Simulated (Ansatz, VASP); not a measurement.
# Si55C53 (Si_C2) in two plane-wave programs, part 2 of 3

Aim: how closely do two programs agree when they are given the same cell, functional and k mesh? Of the first pair: The structure shown is the start of the Ansatz relaxation below; VASP solves that cell, so the two are compared at the walk's first step.

VASP 6.6.1 and Ansatz 0.2.0.

So far: The structure; Ansatz: relaxation, r2SCAN.

### 3. VASP: single point, r2SCAN, start cell, pair 1

Level of this step: r2SCAN, spin-polarised from a ferromagnetic start; plane waves and PAW (Si, C) (VASP).

The same cell, functional and mesh now go to VASP, with its own data sets.

Lines of VASP's logs that name or quote its potential files are left out, and so is its time.

INCAR

```
SYSTEM = Si55C53
PREC = Accurate
ENCUT = 580
EDIFF = 1E-06
NELM = 200
ISMEAR = 0
SIGMA = 0.01
LREAL = Auto
ALGO = Normal
METAGGA = R2SCAN
LASPH = .TRUE.
NELECT = 433
NBANDS = 296
ISPIN = 2
MAGMOM = 0 0 0 0 0 0 0 0 0 0 0 0 0 0 0 0 0 0 0 0 0 0 0 0 0 0 0 0 0 0 0 0 0 0 0 0 0 0 0 0 0 0 0 0 0 0 0 0 0 0 0 0 0 0 0 0 0 -0 0 0 -0 -0 -0 0 0 0 0 0 0 0 -0 -0 0 0 0.01 0 -0 -0 0 0 0 -0 0 0 -0 -0 -0 0 0.01 0.01 0 -0 -0 0 0 0 0 0 0 0 -0 -0 0 0 -0 0 0 -0
LORBIT = 11
LWAVE = .FALSE.
LCHARG = .FALSE.
ISIF = 2
ISYM = 0
NUPDOWN = 1
GGA_COMPAT = .FALSE.
LMIXTAU = .TRUE.
NCORE = 2
```

POSCAR

```
Si55C53
1.0
    9.2359949282      0.0000000000      0.0000000000
   -4.6179974641      7.9986062370      0.0000000000
    0.0000000000      0.0000000000     15.1078644027
Si C
55 53
Direct
    0.1134211249      0.2206120601      0.8304164418
    0.2274740201      0.1118216066      0.3316249648
[... 2 atom lines left out ...]
    0.9957175060      0.9959655471      0.4976075903
[... 2 atom lines left out ...]
    0.2246568038      0.4496890950      0.3347825917
[... 5 atom lines left out ...]
    0.2218897647      0.7726573627      0.3316627596
[... 1 atom line left out ...]
    0.1099807535      0.8912117672      0.1637664950
    0.0032581240      0.6714891121      0.4976813267
[... 2 atom lines left out ...]
    0.5606812278      0.1126104940      0.3347648526
[... 1 atom line left out ...]
    0.4487642007      0.2273729880      0.1680436051
[... 3 atom lines left out ...]
    0.5593950082      0.4441772597      0.3307417823
    0.5611410862      0.4496133318      0.6668143645
    0.4419009691      0.5591575416      0.1670132146
    0.3323703573      0.3333648289      0.5029774426
[... 2 atom lines left out ...]
    0.5596906831      0.7836297743      0.3338839869
    0.5584497311      0.7809274285      0.6637584064
    0.4387162388      0.8842685576      0.1657244819
    0.3345355300      0.6722373674      0.4985744377
[... 2 atom lines left out ...]
    0.8937175747      0.1118144804      0.3348084061
[... 2 atom lines left out ...]
    0.6701006674      0.9994316510      0.5021090869
[... 2 atom lines left out ...]
    0.8903818323      0.4401851892      0.3339669900
[... 1 atom line left out ...]
    0.7814787090      0.5565727163      0.1691190715
    0.6650965452      0.3377432167      0.5001418995
[... 2 atom lines left out ...]
    0.8913649211      0.7765844218      0.3303349082
    0.8895544750      0.7822006503      0.6643616684
    0.7814950454      0.8896861264      0.1690814752
    0.6701152754      0.6724569057      0.4985220147
[... 1 atom line left out ...]
    0.6640480957      0.6676339404      0.3717034950
[... 1 atom line left out ...]
    0.9963304967      0.9957636369      0.3766081591
[... 7 atom lines left out ...]
    0.2163952925      0.4421792866      0.2068658360
    0.2242613905      0.4490821143      0.5393160001
[... 2 atom lines left out ...]
    0.0003017898      0.6619226954      0.3757715749
[... 5 atom lines left out ...]
    0.3360198334      0.0062292103      0.3744576897
[... 5 atom lines left out ...]
    0.3351742221      0.3309952911      0.3768235436
[... 1 atom line left out ...]
    0.5530756594      0.4466163097      0.2102054874
    0.5522326657      0.4413255129      0.5388706691
[... 2 atom lines left out ...]
    0.3314630173      0.6700929939      0.3760590411
[... 1 atom line left out ...]
    0.5605011142      0.7771752748      0.2072464987
    0.5521580741      0.7781074372      0.5440144140
[... 2 atom lines left out ...]
    0.6605558245      0.9963346114      0.3737779774
[... 1 atom line left out ...]
    0.8837342788      0.1054726255      0.2080538927
    0.8896315263      0.1070670283      0.5396543669
[... 2 atom lines left out ...]
    0.6629218145      0.3273329031      0.3751753953
[... 1 atom line left out ...]
    0.8856888156      0.4389734781      0.2095723734
    0.8830701023      0.4432172175      0.5421650461
[... 3 atom lines left out ...]
    0.8921184028      0.7803999616      0.2107625482
    0.8904697192      0.7794087889      0.5383680170
    0.7724335836      0.8857914479      0.0398315066
```

KPOINTS

```
Points of the shifted mesh
1
Reciprocal
 0.2500000000  0.2500000000  0.2500000000 1
```

PAW data sets: Si and C (PBE family, release 64).

Run with:

```bash
$ mpirun -np 8 vasp_std
```

Numbers of over 12 decimals in the logs are rounded to 6 here.

The log of the run:

```text
[banner, memory and clock lines left out]
running    8 mpi-ranks, on    1 nodes
[...]
|                                                                             |
|               ----> ADVICE to this user running VASP <----                  |
|                                                                             |
|     You enforced a specific xc type in the INCAR file but a different       |
|     [... a line on the potential file left out ...]
|     I HOPE YOU KNOW WHAT YOU ARE DOING!                                     |
|                                                                             |

 LDA part: xc-table for (None), standard interpolation
 POSCAR, INCAR and KPOINTS ok, starting setup
[...]
entering main loop
       N       E                     dE             d eps       ncg     rms          rms(c)
DAV:   1     0.123287272333E+04    0.12329E+04   -0.21778E+05  1184   0.149E+03
DAV:   2    -0.101978696964E+04   -0.22527E+04   -0.21206E+04  1448   0.255E+02
DAV:   3    -0.118006057901E+04   -0.16027E+03   -0.15852E+03  1456   0.628E+01
DAV:   4    -0.118364168308E+04   -0.35811E+01   -0.35648E+01  1440   0.102E+01
DAV:   5    -0.118374222131E+04   -0.10054E+00   -0.10035E+00  1432   0.161E+00BRMIX: very serious problems
 the old and the new charge density differ
 old charge density:   432.00000 new  433.00000
    0.679E+01
DAV:   6    -0.108232131814E+04    0.10142E+03   -0.28796E+02  1368   0.232E+01    0.387E+01
DAV:   7    -0.102325348869E+04    0.59068E+02   -0.19877E+01  1424   0.800E+00    0.154E+01
DAV:   8    -0.107619103150E+04   -0.52938E+02   -0.14329E+01  1240   0.760E+00    0.105E+01
DAV:   9    -0.104780504753E+04    0.28386E+02   -0.42374E+00  1272   0.438E+00    0.491E+00
[...]
DAV:  24    -0.102370095962E+04    0.21667E-05   -0.43313E-06  1104   0.331E-03    0.650E-03
DAV:  25    -0.102370095778E+04    0.18396E-05   -0.60789E-07   696   0.184E-03    0.587E-03
DAV:  26    -0.102370095753E+04    0.24917E-06   -0.67457E-07   672   0.183E-03
   1 F= -.10237010E+04 E0= -.10237010E+04  d E =-.113907E-11  mag=     1.0000
```

Parts of OUTCAR (step 3):

```text
  FREE ENERGIE OF THE ION-ELECTRON SYSTEM (eV)
  ---------------------------------------------------
  free  energy   TOTEN  =     -1023.7009575274 eV

  energy  without entropy=    -1023.7009575274  energy(sigma->0) =    -1023.70095753

 magnetization (x)
# of ion       s       p       d       tot
------------------------------------------
    1        0.001   0.002   0.000   0.002
    2        0.001   0.001   0.000   0.002
    3        0.001   0.005   0.000   0.006
    4        0.000   0.004   0.000   0.005
    5        0.000   0.001   0.000   0.001
    6        0.000   0.002   0.000   0.002
    7        0.001   0.001   0.000   0.001
    8        0.000   0.001   0.000   0.001
    9        0.000   0.003   0.000   0.004
   10        0.000   0.003   0.000   0.003
   11        0.000   0.000   0.000   0.000
   12        0.000   0.002   0.000   0.002
   13        0.000   0.001   0.000   0.001
[...]
--------------------------------------------------
tot          0.086   0.124   0.000   0.210
```

The cell is charged against a uniform background.

The run ends at a pressure of 6.29 GPa, with forces up to 12 eV/Å.

### 4. Side by side

Known differences besides the potentials themselves: VASP starts from the moments at which Ansatz ended; VASP keeps PBE cores, Ansatz makes them for the functional; fixed occupations in Ansatz, narrow Gaussian smearing in VASP; the cutoff is 500 eV in Ansatz and 580 eV in VASP (PREC = Accurate, projectors in real space). Total energies have different zeros and are not compared.

Forces on 7 of the 108 atoms, those with the largest forces and the largest differences (eV/Å; atoms numbered as in POSCAR):

```
atom           Ansatz x, y, z            VASP x, y, z
Si26  -0.600, -10.069, -1.942  -0.599, -9.955, -1.916
Si32   -10.045, 4.732, -4.706   -9.919, 4.663, -4.653
Si40   -0.692, -2.327, -0.848  -0.690, -2.314, -0.839
Si50     7.317, 4.303, -1.427    7.241, 4.260, -1.410
Si53    -0.454, -0.850, 9.347   -0.452, -0.846, 9.247
 C93      1.288, 1.516, 1.208     1.276, 1.518, 1.201
C104    -0.509, -2.127, 1.204   -0.505, -2.122, 1.203
```

The forces differ by 14 meV/Å r.m.s., which is 1.0 % of the r.m.s. force of 1.395 eV/Å (both taken over all components). Moments aren't recorded for both runs of this pair, so they may hold unlike magnetic states. The cell carries a charge of -1 e against a uniform background, so its pressure also hangs on how the neutralising background is counted, and in a defect's cell a gap may be the spacing between its levels.

### 5. Ansatz: relaxation, r2SCAN

This run makes the geometry at which the two programs are then compared.

The structure compared here is the end of the Ansatz relaxation.

input.yaml

```yaml
crystal:
  lattice:
    - [9.23599493, 0.0, 0.0]
    - [-4.61799746, 7.99860624, 0.0]
    - [0.0, 0.0, 15.1078644]
  atoms:
    - { symbol: Si, position: [0.11111111, 0.22222222, 0.8329854] }
    - { symbol: Si, position: [0.22222222, 0.11111111, 0.3329854] }
[... 2 atom lines left out ...]
    - { symbol: Si, position: [0.0, 0.0, 0.49972248] }
[... 2 atom lines left out ...]
    - { symbol: C, position: [0.0, 0.0, 0.37436694] }
[... 5 atom lines left out ...]
    - { symbol: Si, position: [0.22222222, 0.44444444, 0.3329854] }
[... 1 atom line left out ...]
    - { symbol: Si, position: [0.11111111, 0.55555556, 0.16650102] }
    - { symbol: Si, position: [0.0, 0.33333333, 0.49972248] }
[... 2 atom lines left out ...]
    - { symbol: C, position: [0.0, 0.33333333, 0.37436694] }
[... 1 atom line left out ...]
    - { symbol: C, position: [0.22222222, 0.44444444, 0.20799668] }
[... 3 atom lines left out ...]
    - { symbol: Si, position: [0.22222222, 0.77777778, 0.3329854] }
    - { symbol: Si, position: [0.22222222, 0.77777778, 0.66650102] }
    - { symbol: Si, position: [0.11111111, 0.88888889, 0.16650102] }
    - { symbol: Si, position: [0.0, 0.66666667, 0.49972248] }
[... 2 atom lines left out ...]
    - { symbol: C, position: [0.0, 0.66666667, 0.37436694] }
    - { symbol: C, position: [0.11111111, 0.88888889, 0.70799668] }
    - { symbol: C, position: [0.22222222, 0.77777778, 0.20799668] }
    - { symbol: C, position: [0.22222222, 0.77777778, 0.54152848] }
[... 2 atom lines left out ...]
    - { symbol: Si, position: [0.55555556, 0.11111111, 0.3329854] }
[... 2 atom lines left out ...]
    - { symbol: Si, position: [0.33333333, 0.0, 0.49972248] }
[... 2 atom lines left out ...]
    - { symbol: C, position: [0.33333333, 0.0, 0.37436694] }
[... 1 atom line left out ...]
    - { symbol: C, position: [0.55555556, 0.11111111, 0.20799668] }
    - { symbol: C, position: [0.55555556, 0.11111111, 0.54152848] }
[... 2 atom lines left out ...]
    - { symbol: Si, position: [0.55555556, 0.44444444, 0.3329854] }
    - { symbol: Si, position: [0.55555556, 0.44444444, 0.66650102] }
    - { symbol: Si, position: [0.44444444, 0.55555556, 0.16650102] }
    - { symbol: Si, position: [0.33333333, 0.33333333, 0.49972248] }
[... 1 atom line left out ...]
    - { symbol: C, position: [0.33333333, 0.33333333, 0.87436694] }
[... 1 atom line left out ...]
    - { symbol: C, position: [0.44444444, 0.55555556, 0.70799668] }
[... 5 atom lines left out ...]
    - { symbol: Si, position: [0.55555556, 0.77777778, 0.66650102] }
[... 1 atom line left out ...]
    - { symbol: Si, position: [0.33333333, 0.66666667, 0.49972248] }
    - { symbol: Si, position: [0.33333333, 0.66666667, 0.99972248] }
[... 2 atom lines left out ...]
    - { symbol: C, position: [0.44444444, 0.88888889, 0.70799668] }
[... 11 atom lines left out ...]
    - { symbol: C, position: [0.77777778, 0.22222222, 0.70799668] }
[... 1 atom line left out ...]
    - { symbol: C, position: [0.88888889, 0.11111111, 0.54152848] }
    - { symbol: C, position: [0.77777778, 0.22222222, 0.04152848] }
[... 2 atom lines left out ...]
    - { symbol: Si, position: [0.88888889, 0.44444444, 0.66650102] }
[... 1 atom line left out ...]
    - { symbol: Si, position: [0.66666667, 0.33333333, 0.49972248] }
    - { symbol: Si, position: [0.66666667, 0.33333333, 0.99972248] }
[... 2 atom lines left out ...]
    - { symbol: C, position: [0.77777778, 0.55555556, 0.70799668] }
[... 1 atom line left out ...]
    - { symbol: C, position: [0.88888889, 0.44444444, 0.54152848] }
    - { symbol: C, position: [0.77777778, 0.55555556, 0.04152848] }
[... 2 atom lines left out ...]
    - { symbol: Si, position: [0.88888889, 0.77777778, 0.66650102] }
[... 1 atom line left out ...]
    - { symbol: Si, position: [0.66666667, 0.66666667, 0.49972248] }
    - { symbol: Si, position: [0.66666667, 0.66666667, 0.99972248] }
[... 3 atom lines left out ...]
    - { symbol: C, position: [0.88888889, 0.77777778, 0.20799668] }
    - { symbol: C, position: [0.88888889, 0.77777778, 0.54152848] }
    - { symbol: C, position: [0.77777778, 0.88888889, 0.04152848] }
  host:
    repeats: [3, 3, 1]
    atoms:
      - { symbol: Si, position: [0.33333333, 0.66666667, 0.8329854] }
      - { symbol: Si, position: [0.66666667, 0.33333333, 0.3329854] }
      # ... 10 more atoms of the perfect host
total_charge: -1
basis:
  ecutwfc: 500
  xc_grid: 2
hamiltonian:
  xc: r2scan
  pseudopotentials: { kind: paw, azcp: { folder: soft_1 } }
kpoints:
  mp_grid: { grid: [1, 1, 1], shift: [0.25, 0.25, 0.25] }
magnetization:
  spin_polarized: true
  initial_magnetization: 1
  spin_locking: { lock_magnetization: hard }
scf:
  occupations: { method: fixed }
  max_iter: 100
output:
  forces: true
  charged_corrections:
    epsilon: [7.09, 7.09, 7.35]
    static_epsilon: [10.43, 10.43, 10.95]
    defect_position: [0.666667, 0.666667, 0.374367]
relax:
  f_tol: 0.02
  max_steps: 80
  random_displacement: { amplitude: 0.05, seed: 246 }
checkpoint:
  write: "../qm1_M1.relax.run"
  compress: false
  write_wavefunctions: true
  write_every: 100000
```

Run with:

```bash
$ ansatz run input.yaml --threads 8 --pin off --max-ram 15073MiB --backend cpu --events-out ev --progress --plain --runs-dir out
```

The log of the run:

```text
[...]
Crystal: 108 atoms, lattice volume = 1116.095 Å³
Basis set: ecut = 500 eV, 28399 PW (Γ), exchange–correlation on 144×144×240 points (8 copies of the dense FFT grid, shifted against one another)
Bands: 325, of which v1, the nominal top of the filled ones, is band 217 counted from 1 (216 counted from 0)
Symmetry: 1 space group operations
k-points: 1
[...]
Starting moments: Σ|m| = 1 μB on 108 of 108 sites
[...]
- { symbol: C, position: [0.000881759, 0.332203, 0.874643] }
    - { symbol: C, position: [-0.00158846, 0.334474, 0.374497] }
[...]
- { symbol: Si, position: [0.778004, 0.889558, 0.165496] }
    - { symbol: Si, position: [0.665818, 0.667006, 0.517827] }
    - { symbol: Si, position: [0.666829, 0.666165, 0.999898] }
[...]
- { symbol: Si, position: [0.664479, 0.668314, 0.374925] }
    - { symbol: C, position: [0.778218, 0.888934, 0.709478] }
    - { symbol: C, position: [0.893544, 0.780875, 0.203450] }
    - { symbol: C, position: [0.893504, 0.780687, 0.546826] }
    - { symbol: C, position: [0.778058, 0.888964, 0.041058] }
```

(Part 2 of 3 ends here.)

[Lines on the potential files, build, host, timing and source positions are cut from VASP's logs without a mark.]

[Logs are printed without paths, hosts, clocks, repeated set-up lines and the standing remarks that a program may print on its own settings, such as how far it seeks lower states.]

[Hosts, paths, dates, database ids (printed as entryN), source tags and the programs' standing remarks are cut or masked in the printed files.]
